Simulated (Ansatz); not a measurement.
**Structure relaxation of CdS**

Method: DFT r2SCAN, scalar-relativistic, plane waves, PAW (Ansatz).

The start puts CdS on the CuAu (L1_0) structure type (P4/mmm, No. 123), with Cd in place of Cu, S in place of Au, at a guessed volume.

Input of the last, converged step (default PAW datasets):

```yaml
crystal:
  lattice:
    - [3.3831496755, 0.0, 0.0]
    - [0.0, 3.3831496755, 0.0]
    - [0.0, 0.0, 3.3831496755]
  atoms:
    - { symbol: Cd, position: [0.5, 0.5, 0.5] }
    - { symbol: S, position: [0.0, 0.0, 0.0] }
basis:
  ecutwfc: 500
kpoints:
  mp_grid: { grid: [16, 16, 16] }
hamiltonian:
  xc: r2scan
scf:
  occupations: { method: gaussian, width: 0.1 }
output:
  forces: true
  stress: true
  eigenvalues: true
relax:
  adjacent_minimum: "off"
  f_tol: 0.01
  max_steps: 80
  cell: { stress_tol: 0.05 }
```

Launched as:

```bash
ansatz run input.yaml --threads 1 --pin off --max-ram 2560MiB --backend cpu --events-out ev --progress --plain --runs-dir out
```

It took 59 s on 1 thread of Arm Neoverse V1, on a shared host, peak memory 0.47 GiB.

End of the output:

```
SCF converged after 5 iterations
Free energy (F): -9174.317932 eV
Harris-Foulkes:  -9174.317932 eV  (|F-HF|=3.64e-12)
Internal energy: -9174.312241 eV  (E = F + TS)
E sigma→0 (E₀):  -9174.315087 eV
Entropy (-TS):   -0.005691 eV (-2.846 meV/atom)
Fermi energy:    11.071133 eV
--- Per-component energies (eV) ---
  E_band       = -446.928041
  E_kinetic    = 611.888634
  E_local      = -3429.550743  (includes V_loc(G=0)·N_el)
  E_nonlocal   = 64.554523
  E_hartree    = 1596.254626
  E_xc         = -259.513880
  E_vxc        = -338.894117  (∫ρ·V_xc dr)
  E_paw        = -4717.047459  (= ΣΔE_a)
  E_vpaw       = -568.704293  (= ΣTr[D̂ρ^β])
  E_aug_tail   = 0.000007  (compensation charges beyond the density's cutoff)
  E_vtau       = 21.268652  (kinetic-family band-sum trace: ∫τ·v_τ [+ j·A + Jᵃ·Aᵃ] dr)
  E_ewald      = -3040.223412
  E_core_change = -0.674537  (= ΣΔE_core)
  E_smearing   = -0.005691  (= −TS)
  E_closure    =  0.000000  (closes the sum)
  Σ components = -9174.317932   (vs F -9174.317932, Δ=0.00e0)
--- Forces (eV/Å), atoms counted from 1 ---
  atom   1  Cd     0.00000000     0.00000000     0.00000000
  atom   2  S      0.00000000     0.00000000     0.00000000
  max |Σ_I F_I| component: 4.94e-29 eV/Å
--- Stress (GPa, compression-positive) ---
        0.000087       0.000000       0.000000
        0.000000       0.000087       0.000000
        0.000000       0.000000       0.000087
  P = ⅓ Tr σ = 0.0001 GPa (0.001 kbar)
--- Relaxed structure (3 steps of the walk, 3 accepted, 1 SCFs on fresh bases) ---
  F+E_penalty+E_count = -9174.31793233 eV   max|allowed force component| = 2.577e-29 eV/Å   (the final SCF, on the basis selected at the relaxed cell)
  cell:  # Å, volume = 38.7994 Å³
    - [3.385388, 0.000000, 0.000000]
    - [0.000000, 3.385388, 0.0]
    - [0.000000, 0.0, 3.385388]
  atoms:
    - { symbol: Cd, position: [0.5, 0.5, 0.5] }
    - { symbol: S, position: [0.000000, 0.000000, 0.000000] }
```

Total energies depend on the potentials used, so only differences within one code and one set of settings carry meaning.

The result has space group Pm-3m (No. 221). Around Cd lie 8 S at 2.93 Å and 6 Cd at 3.39 Å; S has 8 Cd at 2.93 Å and 6 S at 3.39 Å.

Against the elements it lies at -0.16 eV/atom. Energies over the elements count from the elements' standard structures at the same level, with no empirical corrections.

For metals, differences of a few meV/atom aren't resolved.

Symmetry constrained the relaxation, so the result can be a saddle point.